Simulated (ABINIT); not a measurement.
# Cu (P6_3/mmc) in ABINIT: single point with LDA

Aim: the single point of Cu with LDA.

Program: ABINIT 10.8.3 (patched build). These are calculated values, not measurements. Logs are shortened: lines on timing, memory, paths and dates and some standing lists are left out, and cuts for length are marked. The log counts tension as positive stress, the text compression.

**1. Starting point**

Symmetry: P6_3/mmc, No. 194, hexagonal system. Conventional cell: a = 2.534 Å, b = 2.534 Å, c = 4.113 Å, α = 90.00°, β = 90.00°, γ = 120.00°. Cu (site symmetry -6m2) is surrounded by 12 Cu at 2.52 to 2.53 Å.

This isn't the form of Cu at room conditions, which is fcc.

**2. Single point, LDA**

run.abi reads:

```
pp_dirpath "./"
pseudos "Cu.upf"

acell 4.7887486792 4.7887486793 7.7716328581
rprim
     1.0000000000     0.0000000000     0.0000000000
    -0.5000000000     0.8660254038     0.0000000000
     0.0000000000     0.0000000000     1.0000000000
ntypat 1
znucl 29
natom 2
typat 1 1
xred
     0.6666666667     0.3333333333     0.7500000000
     0.3333333333     0.6666666667     0.2500000000

ecut 46.0

kptopt 1
ngkpt 9 9 5
nshiftk 1
shiftk 0.0 0.0 0.0

ixc 7

nband 23
occopt 3
tsmear 0.05 eV

nstep 100
tolvrs 1.0e-10

iomode 3
prtwf 0
prtden 0
prteig 0
prtebands 0
```

Potentials or basis: PseudoDojo NC SR LDA v0.4.1 standard.

On the command line:

```bash
> mpirun --bind-to none -np 4 abinit run.abi > log 2>&1
```

run.abo:

```text
.Version 10.8.3 of ABINIT
 Symmetries : space group P6_3/m m c (#194); Bravais hP (primitive hexag.)
================================================================================
 Values of the parameters that define the memory need of the present run
     intxc =       0    ionmov =       0      iscf =       7    lmnmax =       6
     lnmax =       6     mgfft =      48  mpssoang =       3    mqgrid =    3001
     natom =       2  nloc_mem =       1    nspden =       1   nspinor =       1
    nsppol =       1      nsym =      24    n1xccc =    2501    ntypat =       1
    occopt =       3   xclevel =       1
       mpw =        2340          nfft =       43200          nkpt =          36
================================================================================
================================================================================

--------------------------------------------------------------------------------
------------- Echo of variables that govern the present computation ------------
--------------------------------------------------------------------------------
 -outvars: echo values of preprocessed input variables --------
            acell      4.7887486792E+00  4.7887486793E+00  7.7716328581E+00 Bohr
              amu      6.35460000E+01
             ecut      4.60000000E+01 Hartree
              ixc           7
         kptrlatt        9    0    0      0    9    0      0    0    5
          kptrlen      3.88581643E+01
            natom           2
            nband          23
            ngfft          30      30      48
             nkpt          36
            nstep         100
             nsym          24
           ntypat           1
           occopt           3
           prtden           0
        prtebands           0
           prteig           0
            prtwf           0
            rprim      1.0000000000E+00  0.0000000000E+00  0.0000000000E+00
                      -5.0000000000E-01  8.6602540380E-01  0.0000000000E+00
                       0.0000000000E+00  0.0000000000E+00  1.0000000000E+00
          spgroup         194
           tolvrs      1.00000000E-10
           tsmear      1.83746611E-03 Hartree
            typat      1  1
           xangst      1.2670483340E+00  7.3153069676E-01  3.0844282479E+00
                      -1.7639256707E-11  1.4630613935E+00  1.0281427493E+00
            xcart      2.3943743396E+00  1.3823926696E+00  5.8287246436E+00
                      -3.3333364240E-11  2.7647853391E+00  1.9429082145E+00
             xred      6.6666666667E-01  3.3333333333E-01  7.5000000000E-01
                       3.3333333333E-01  6.6666666667E-01  2.5000000000E-01
            znucl       29.00000

================================================================================

 chkinp: Checking input parameters for consistency.

[... 92 lines left out ...]
    1        2.00000         17.37289704
    2        2.00000         17.37289704
================================================================================

 ----iterations are completed or convergence reached----

 Mean square residual over all n,k,spin=   48.027E-08; max=  13.726E-05
 reduced coordinates (array xred) for    2 atoms
       0.666666666667      0.333333333333      0.750000000000
       0.333333333333      0.666666666667      0.250000000000
 rms dE/dt=  1.1634E-27; max dE/dt=  2.1541E-27; dE/dt below (all hartree)
    1      -0.000000000000     -0.000000000000      0.000000000000
    2       0.000000000000      0.000000000000      0.000000000000

 cartesian coordinates (angstrom) at end:
    1      1.26704833401884     0.73153069675556     3.08442824791609
    2     -0.00000000001764     1.46306139351111     1.02814274930536

 cartesian forces (hartree/bohr) at end:
    1      0.00000000000000     0.00000000000000    -0.00000000000000
    2     -0.00000000000000    -0.00000000000000    -0.00000000000000
 frms,max,avg= 3.2679291E-28 4.5449017E-28   0.000E+00  0.000E+00  0.000E+00 h/b

 cartesian forces (eV/Angstrom) at end:
    1      0.00000000000000     0.00000000000000    -0.00000000000000
    2     -0.00000000000000    -0.00000000000000    -0.00000000000000
 frms,max,avg= 1.6804367E-26 2.3370824E-26   0.000E+00  0.000E+00  0.000E+00 e/A
 length scales=  4.788748679200  4.788748679300  7.771632858100 bohr
              =  2.534096668055  2.534096668108  4.112570997221 angstroms
 Fermi (or HOMO) energy (hartree) =   0.37354   Average Vxc (hartree)=  -0.51688
 Eigenvalues (hartree) for nkpt=  36  k points:
 kpt#   1, nband= 23, wtk=  0.00247, kpt=  0.0000  0.0000  0.0000 (reduced coord)
  -3.74174   -3.74109   -2.19457   -2.19103   -2.19103   -2.19031   -2.19031   -2.18986
   0.01120    0.17292    0.25453    0.25591    0.25591    0.26434    0.26434    0.27535
   0.27535    0.30569    0.30569    0.32767    0.51330    1.17158    1.17220
      occupation numbers for kpt#   1
   2.00000    2.00000    2.00000    2.00000    2.00000    2.00000    2.00000    2.00000
   2.00000    2.00000    2.00000    2.00000    2.00000    2.00000    2.00000    2.00000
   2.00000    2.00000    2.00000    2.00000    0.00000    0.00000    0.00000
 prteigrs : prtvol=0 or 1, do not print more k-points.

--- !EnergyTerms
iteration_state     : {dtset: 1, }
comment             : Components of total free energy in Hartree
kinetic             :  1.73641213841913E+02
hartree             :  1.10885950947791E+02
xc                  : -4.60725681525838E+01
Ewald energy        : -2.44891503507733E+02
psp_core            :  1.07139083814956E+01
local_psp           : -3.16112544945788E+02
non_local_psp       : -6.70890964394239E+01
internal            : -3.78924639874329E+02
'-kT*entropy'       : -6.58679124824754E-05
total_energy        : -3.78924705742242E+02
total_energy_eV     : -1.03110665260968E+04
band_energy         : -3.56927424474469E+01
...

 Cartesian components of stress tensor (hartree/bohr^3)
  sigma(1 1)=  3.39622145E-04  sigma(3 2)=  0.00000000E+00
  sigma(2 2)=  3.39622140E-04  sigma(3 1)=  0.00000000E+00
  sigma(3 3)=  1.96601048E-04  sigma(2 1)=  8.41013264E-13

-Cartesian components of stress tensor (GPa)         [Pressure= -8.5894E+00 GPa]
- sigma(1 1)=  9.99202848E+00  sigma(3 2)=  0.00000000E+00
- sigma(2 2)=  9.99202832E+00  sigma(3 1)=  0.00000000E+00
- sigma(3 3)=  5.78420253E+00  sigma(2 1)=  2.47434645E-08

== END DATASET(S) ==============================================================
================================================================================

 -outvars: echo values of variables after computation  --------
            acell      4.7887486792E+00  4.7887486793E+00  7.7716328581E+00 Bohr
           etotal     -3.7892470574E+02
            fcart      3.3737146009E-28  4.5449017435E-28 -0.0000000000E+00
                      -3.3737146009E-28 -4.5449017435E-28 -0.0000000000E+00
            rprim      1.0000000000E+00  0.0000000000E+00  0.0000000000E+00
                      -5.0000000000E-01  8.6602540380E-01  0.0000000000E+00
                       0.0000000000E+00  0.0000000000E+00  1.0000000000E+00
           strten      3.3962214517E-04  3.3962213975E-04  1.9660104795E-04
                       0.0000000000E+00  0.0000000000E+00  8.4101326356E-13
           xangst      1.2670483340E+00  7.3153069676E-01  3.0844282479E+00
                      -1.7639256707E-11  1.4630613935E+00  1.0281427493E+00
             xred      6.6666666667E-01  3.3333333333E-01  7.5000000000E-01
                       3.3333333333E-01  6.6666666667E-01  2.5000000000E-01
 Calculation completed.
```

Run time: 10 s. Hardware: 4 MPI ranks of Intel Xeon 6975P-C (Granite Rapids), shared host; peak memory 0.24 GiB.

What came out:

```
Free energy                                           : -10311.0665 eV
Pressure                                              : -8.6 GPa
Band gap on the k mesh                                : none (metal or under the smearing width)
Valence electrons inside the program's atomic spheres : Cu 17.37 (radii [1.0584] Å)
```

Levels at points of the mesh, in eV from the Fermi level:
| k point | band 17 | band 18 | band 19 | band 20 | band 21 | band 22 |
| --- | --- | --- | --- | --- | --- | --- |
| (0.00, 0.00, 0.00) | -2.67 | -1.85 | -1.85 | -1.25 | 3.80 | 21.72 |
